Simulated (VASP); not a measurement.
# Sb (Im-3m) in VASP: single point with r2SCAN

Aim: the single point of Sb with r2SCAN.

Program: VASP 6.6.1. These are calculated values, not measurements. Logs are shortened: lines on timing, memory, paths and dates and some standing lists are left out, and cuts for length are marked.

### Step 1. Starting point

The structure is cubic, space group Im-3m (No. 229). The conventional cell has a = 3.743 Å, b = 3.743 Å, c = 3.743 Å, α = 90.00°, β = 90.00°, γ = 90.00°. Sb (site symmetry m-3m) is surrounded by 8 Sb at 3.24 Å.

This isn't the form of Sb at room conditions, which is rhombohedral.

### Step 2. Single point, r2SCAN

POSCAR reads:

```
Sb
1.0
   -1.8713408863      1.8713408863      1.8713408863
    1.8713408863     -1.8713408863      1.8713408863
    1.8713408863      1.8713408863     -1.8713408863
Sb
1
Direct
    0.0000000000      0.0000000000      0.0000000000
```

INCAR.step1 reads:

```
SYSTEM = Sb
PREC = Accurate
ENCUT = 520
ISMEAR = 0
SIGMA = 0.1
LREAL = .FALSE.
LASPH = .TRUE.
NELM = 80
NBANDS = 8
GGA = PE
ALGO = Normal
EDIFF = 1E-4
LWAVE = .TRUE.
LCHARG = .FALSE.
```

INCAR.step2 reads:

```
SYSTEM = Sb
PREC = Accurate
ENCUT = 520
EDIFF = 1E-6
ISMEAR = 0
SIGMA = 0.1
LREAL = .FALSE.
LASPH = .TRUE.
NELM = 80
ALGO = Normal
ISIF = 2
LWAVE = .FALSE.
LCHARG = .TRUE.
METAGGA = R2SCAN
LMIXTAU = .TRUE.
LELF = .TRUE.
LVHAR = .TRUE.
NBANDS = 8
ISTART = 1
```

KPOINTS reads:

```
Automatic mesh
0
G
  6 6 6
  0 0 0
```

Potentials or basis: VASP PAW PBE potentials, release 64 (Sb).

On the command line:

```
$ cat potpaw_PBE.64/Sb/POTCAR > POTCAR
$ cp INCAR.step1 INCAR
$ mpirun -np 1 vasp_std > vasp.out
$ cp INCAR.step2 INCAR
$ mpirun -np 1 vasp_std > vasp.out
```

OUTCAR:

```text
SYSTEM = Sb
   PREC = Accurate
   ENCUT = 520
   EDIFF = 1E-6
   ISMEAR = 0
   LREAL = .FALSE.
   LASPH = .TRUE.
   NELM = 80
   ISIF = 2
   METAGGA = R2SCAN
   ISTART = 1

 ion  position               nearest neighbor table
   1  0.000  0.000  0.000-

  LATTYP: Found a body centered cubic cell.
 ALAT       =     3.7426817726

  Lattice vectors:

 A1 = (  -1.8713408863,   1.8713408863,   1.8713408863)
 A2 = (   1.8713408863,  -1.8713408863,   1.8713408863)
 A3 = (   1.8713408863,   1.8713408863,  -1.8713408863)

Analysis of symmetry for initial positions (statically):
=====================================================================
 Subroutine PRICEL returns:
 Original cell was already a primitive cell.

 Routine SETGRP: Setting up the symmetry group for a
 body centered cubic supercell.

 Subroutine GETGRP returns: Found 48 space group operations
 (whereof 48 operations were pure point group operations)
 out of a pool of 48 trial point group operations.

The static configuration has the point symmetry O_h .

Analysis of symmetry for dynamics (positions and initial velocities):
=====================================================================
 Subroutine PRICEL returns:
 Original cell was already a primitive cell.

 Routine SETGRP: Setting up the symmetry group for a
 body centered cubic supercell.

 Subroutine GETGRP returns: Found 48 space group operations
 (whereof 48 operations were pure point group operations)
 out of a pool of 48 trial point group operations.

The dynamic configuration has the point symmetry O_h .

 Subroutine INISYM returns: Found 48 space group operations
 (whereof 48 operations are pure point group operations),
 and found     1 'primitive' translations

----------------------------------------------------------------------------------------

                                     Primitive cell

  volume of cell :      26.2131

  direct lattice vectors                    reciprocal lattice vectors
    -1.871340886  1.871340886  1.871340886     0.000000000  0.267188092  0.267188092
     1.871340886 -1.871340886  1.871340886     0.267188092  0.000000000  0.267188092
     1.871340886  1.871340886 -1.871340886     0.267188092  0.267188092  0.000000000

  length of vectors
     3.241257493  3.241257493  3.241257493     0.377861023  0.377861023  0.377861023

  position of ions in fractional coordinates (direct lattice)
     0.000000000  0.000000000  0.000000000

[... 68 lines left out ...]
   EDIFFG = 0.1E-04   stopping-criterion for IOM
   NSW    =      0    number of steps for IOM
   IBRION =     -1    ionic relax: 0-MD 1-quasi-New 2-CG
   NFREE  =      0    steps in history (QN), initial steepest desc. (CG)
   ISIF   =      2    stress and relaxation
   ISYM   =      2    0-nonsym 1-usesym 2-fastsym
   POTIM  = 0.5000    time-step for ionic-motion
   TEBEG  =    0.0;   TEEND  =   0.0 temperature during run
   PSTRESS=    0.0 pullay stress
   NELECT =       5.0000    total number of electrons
   NUPDOWN=      -1.0000    fix difference up-down
   EMIN   =  10.00;   EMAX   =-10.00  energy-range for DOS
   EFERMI =   0.00;   METHOD = LEGACY
   ISMEAR =     0;   SIGMA  =   0.10  broadening in eV -4-tet -1-fermi 0-gaus
   EFERMI_NEDOS =   21; number of points for ismear=-14 and -15
   IALGO  =     38    algorithm
   IMIX   =      4    mixing-type and parameters
     AMIX     =   0.40;   BMIX     =  1.00
     AMIX_MAG =   1.60;   BMIX_MAG =  1.00
  volume/ion in A,a.u.               =      26.21       176.89
  Fermi-wavevector in a.u.,A,eV,Ry     =   0.942378  1.780837 12.083018  0.888077
  Thomas-Fermi vector in A             =   2.069982
   LORBIT       =      0    0 simple, 1 ext, 2 COOP (PROOUT), +10 PAW based schemes
   METAGGA = R2SCAN    functional components
   LHFCALC =     F    Hartree Fock is set to
   AEXX    =    0.0000 exact exchange contribution
   IVDW    =     0    specifies the selected vdW correction
   LEPSILON=     F    determine dielectric tensor
   LRPA    =     F    only Hartree local field effects (RPA)
 non-spin polarized calculation
 Gauss-broadening in eV      SIGMA  =   0.10
  energy-cutoff  :      520.00
  volume of cell :       26.21
 maximum number of plane-waves:       715
   NGX = 13   NGY = 13   NGZ = 13

 number of electron       4.9999999 magnetization

 Free energy of the ion-electron system (eV)
  ---------------------------------------------------
  ext. energy  EPLUGINS =         0.00000000
  ---------------------------------------------------
  free energy    TOTEN  =       -25.27415045 eV

  energy without entropy =      -25.26613398  energy(sigma->0) =      -25.27014222

 E-fermi :   8.2760     XC(G=0): -10.9033

 val. band max:        8.1888622119   @ k =   0.3333   0.1667   0.0000
 cond. band min:       8.3388779159   @ k =   0.5000   0.5000   0.3333
 fundamental gap:      0.1500157040
 Fermi energy:         8.2760070651

 k-point     1 :       0.0000    0.0000    0.0000
  band No.  band energies     occupation
      1      -4.9352      2.00000
      2      14.7489      0.00000
      3      14.7489      0.00000
      4      14.7489      0.00000
      5      19.8162      0.00000
      6      19.8162      0.00000
      7      19.8162      0.00000
      8      21.4257      0.00000
[... 155 lines left out ...]
 k-point    16 :       0.5000    0.5000    0.5000
  band No.  band energies     occupation
      1       3.2700      2.00000
      2       6.4799      2.00000
      3       6.4799      2.00000
      4       6.4799      2.00000
      5      12.0430      0.00000
      6      12.0430      0.00000
      7      27.2849      0.00000
      8      27.2849      0.00000

------------------------ aborting loop because EDIFF is reached ----------------------------------------

  FORCE on cell =-STRESS in cart. coord.  units (eV):
  Direction    XX          YY          ZZ          XY          YZ          ZX
  --------------------------------------------------------------------------------------
  -------------------------------------------------------------------------------------
  Total        0.4809804      0.4809804      0.4809804     -0.0000000     -0.0000000      0.0000000
  in kB       29.3980987     29.3980987     29.3980987     -0.0000000     -0.0000000      0.0000000
  external PRESSURE =      29.3980987 kB  Pullay stress =       0.0000000 kB

 VOLUME and BASIS-vectors are now :
 -----------------------------------------------------------------------------
  energy-cutoff  :      520.00
  volume of cell :       26.21
      direct lattice vectors                 reciprocal lattice vectors
    -1.871340886  1.871340886  1.871340886     0.000000000  0.267188092  0.267188092
     1.871340886 -1.871340886  1.871340886     0.267188092  0.000000000  0.267188092
     1.871340886  1.871340886 -1.871340886     0.267188092  0.267188092  0.000000000

 POSITION                                       TOTAL-FORCE (eV/Angst)
 -----------------------------------------------------------------------------------
      0.00000      0.00000      0.00000         0.000000     -0.000000     -0.000000
 -----------------------------------------------------------------------------------
    total drift:                                0.000000      0.000000     -0.000000

  FREE ENERGIE OF THE ION-ELECTRON SYSTEM (eV)
  ---------------------------------------------------
  free  energy   TOTEN  =       -25.2741504539 eV

  energy  without entropy=      -25.2661339846  energy(sigma->0) =      -25.27014222
```

OUTCAR.step1:

```text
SYSTEM = Sb
   PREC = Accurate
   ENCUT = 520
   ISMEAR = 0
   LREAL = .FALSE.
   LASPH = .TRUE.
   NELM = 80
[... 382 lines left out ...]
 -----------------------------------------------------------------------------------
      0.00000      0.00000      0.00000        -0.000000     -0.000000      0.000000
 -----------------------------------------------------------------------------------
    total drift:                               -0.000000     -0.000000      0.000000

  FREE ENERGIE OF THE ION-ELECTRON SYSTEM (eV)
  ---------------------------------------------------
  free  energy   TOTEN  =        -3.8413794254 eV

  energy  without entropy=       -3.8308731650  energy(sigma->0) =       -3.83612630
```

OSZICAR.step1:

```text
N       E                     dE             d eps       ncg     rms          rms(c)
DAV:   1     0.486043981108E+01    0.48604E+01   -0.14590E+03   256   0.382E+02
DAV:   2    -0.375199582763E+01   -0.86124E+01   -0.84914E+01   352   0.517E+01
DAV:   3    -0.384315479547E+01   -0.91159E-01   -0.90778E-01   312   0.567E+00
DAV:   4    -0.384350380234E+01   -0.34901E-03   -0.34900E-03   368   0.454E-01
DAV:   5    -0.384350438399E+01   -0.58165E-06   -0.58313E-06   328   0.133E-02    0.181E+00
DAV:   6    -0.384206498604E+01    0.14394E-02   -0.13341E-03   312   0.201E-01    0.105E+00
DAV:   7    -0.384136107009E+01    0.70392E-03   -0.29610E-03   288   0.297E-01    0.534E-02
DAV:   8    -0.384137942539E+01   -0.18355E-04   -0.48370E-05   288   0.524E-02
   1 F= -.38413794E+01 E0= -.38361263E+01  d E =-.105063E-01
```

It took 31 s on 1 thread of AMD EPYC, shared host; peak memory 0.11 GiB.

Results:

* Free energy: -25.2742 eV
* Pressure: 2.9 GPa
* Band gap on the k mesh: none (metal or under the smearing width)

Caveat: the k mesh is coarse (spacing up to 0.40 Å⁻¹), so the values aren't converged; the PAW data sets were made with another functional, which shifts forces and pressure a little. The run has no spin-orbit coupling, so splittings on Sb are missing.
